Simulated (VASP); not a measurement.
Set up this calculation in VASP 6.6.1, as the native input.

```yaml
Task: single point
Functional: PBE
Potentials_or_basis: VASP PAW PBE potentials, release 64 (Hf_pv, O)
Cutoff: 520 eV
k_mesh: 5 × 5 × 5
Occupations: gaussian, width 0.014 eV
Spin: no spin polarisation
Further_INCAR_settings: ALGO = Fast; EDIFF = 1e-07; NBANDS = 56
```

The structure of HfO2 lies in POSCAR:

```
HfO2
1.0
    5.1180000000      0.0000000000      0.0000000000
    0.0000000000      5.1857000000      0.0000000000
   -0.8586630598      0.0000000000      5.2138671406
Hf O
4 8
Direct
    0.2755000000      0.4603000000      0.7080000000
    0.7245000000      0.9603000000      0.7920000000
    0.7245000000      0.5397000000      0.2920000000
    0.2755000000      0.0397000000      0.2080000000
    0.0742000000      0.1684000000      0.8467000000
    0.9258000000      0.6684000000      0.6533000000
    0.9258000000      0.8316000000      0.1533000000
    0.0742000000      0.3316000000      0.3467000000
    0.4487000000      0.7419000000      0.9801000000
    0.5513000000      0.2419000000      0.5199000000
    0.5513000000      0.2581000000      0.0199000000
    0.4487000000      0.7581000000      0.4801000000
```

The input as run:

INCAR

```
SYSTEM = HfO2
PREC = Accurate ; ENCUT = 520
EDIFF = 1E-7 ; ISMEAR = 0
SIGMA = 0.014 ; LREAL = .False.
LASPH = .True. ; NELM = 80
ALGO = Fast ; ISIF = 2
LWAVE = .False. ; LCHARG = .False.
GGA = PE ; NBANDS = 56
```

KPOINTS

```
regular mesh
0
Gamma
  5 5 5
  0 0 0
```

Potentials or basis: VASP PAW PBE potentials, release 64 (Hf_pv, O).

The run is started by

```bash
$ cat potpaw_PBE.64/Hf_pv/POTCAR potpaw_PBE.64/O/POTCAR > POTCAR
$ mpirun -np 1 vasp_std > vasp.out
```

Results of the run:

```yaml
Pressure: 2.7 GPa
Largest_force: 0.458 eV/Å
Band_gap_on_the_k_mesh: 4.16 eV, indirect (least direct gap 4.23 eV)
```

Caveat: spin-orbit coupling is left out, which moves the levels of the heavy elements; an odd mesh through Γ misses points on the zone boundary, where band edges often lie.

Wall time 3.1 min on 1 thread of Intel(R) Xeon(R) 6975P-C (Granite Rapids) (shared host), peak memory 0.38 GiB.
